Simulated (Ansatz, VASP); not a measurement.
# Zn: VASP beside Ansatz

Contents of INCAR:

```
SYSTEM = Zn
  PREC = Accurate
  ENCUT = 520
  EDIFF = 1E-6
  ISMEAR = -1
  SIGMA = 0.03
  LREAL = .False.
  LASPH = .True.
  NELM = 60
  ALGO = Normal
  ISIF = 2
  LWAVE = .False.
  LCHARG = .True.
  GGA = PS
  LELF = .True.
  LVHAR = .True.
  NBANDS = 19
```

Contents of KPOINTS:

```
Automatic mesh
0
Gamma
  16 16 8
  0 0 0
```

The input POSCAR:

```
Zn
1.0
    2.6647980532      0.0000000000      0.0000000000
   -1.3323990266      2.3077828100      0.0000000000
    0.0000000000      0.0000000000      5.0456340000
Zn
2
Direct
    0.3333333333      0.6666666667      0.2500000000
    0.6666666667      0.3333333333      0.7500000000
```

Input for Ansatz:

```yaml
crystal:
  lattice:
    - [2.6647980532, 0.0, 0.0]
    - [-1.3323990266, 2.30778281, 0.0]
    - [0.0, 0.0, 5.045634]
  atoms:
    - { symbol: Zn, position: [0.3333333333, 0.6666666667, 0.25] }
    - { symbol: Zn, position: [0.6666666667, 0.3333333333, 0.75] }
kpoints:
  mp_grid: { grid: [16, 16, 8] }
  band_path:
    path:
      - [0.0, 0.0, 0.0]
      - [0.5, 0.0, 0.0]
      - [0.3333333333, 0.3333333333, 0.0]
      - [0.0, 0.0, 0.0]
      - [0.0, 0.0, 0.5]
      - [0.5, 0.0, 0.5]
      - [0.3333333333, 0.3333333333, 0.5]
      - [0.0, 0.0, 0.5]
      - [0.5, 0.0, 0.5]
    npoints: 5
scf:
  occupations: { method: fermi_dirac, width: 0.03 }
hamiltonian:
  xc: pbesol
  pseudopotentials: { kind: all_electron, lapw: { basis_error: 0.00025 } }
output:
  forces: true
  stress: true
  eigenvalues: true
```

Change from the starting cell: zz strain of +2 %.

Alike in both runs: task single point; functional PBEsol; k mesh 16 × 16 × 8; occupations fermi-dirac, width 0.03 eV; no spin polarisation.

|  | VASP | Ansatz |
| --- | --- | --- |
| version | VASP 6.6.1 | Ansatz 0.2.0 |
| potentials or method | VASP PAW PBE potentials, release 64 (Zn) | all-electron LAPW, scalar-relativistic |
| plane-wave cutoff (eV) | 520 | see its input |

Ansatz gave:

```
pressure (GPa)                                  : -6.2
largest component of the traceless stress (GPa) : 0.34
```

Question: Estimate VASP's values.

Answer: Pressure (GPa): -5.9; largest component of the traceless stress (GPa): 0.47.

Ansatz ran all-electron here, so the differences hold the error of VASP's frozen core and of both bases.

Caveats: the PAW data sets were made with another functional, which shifts forces and pressure a little (VASP).
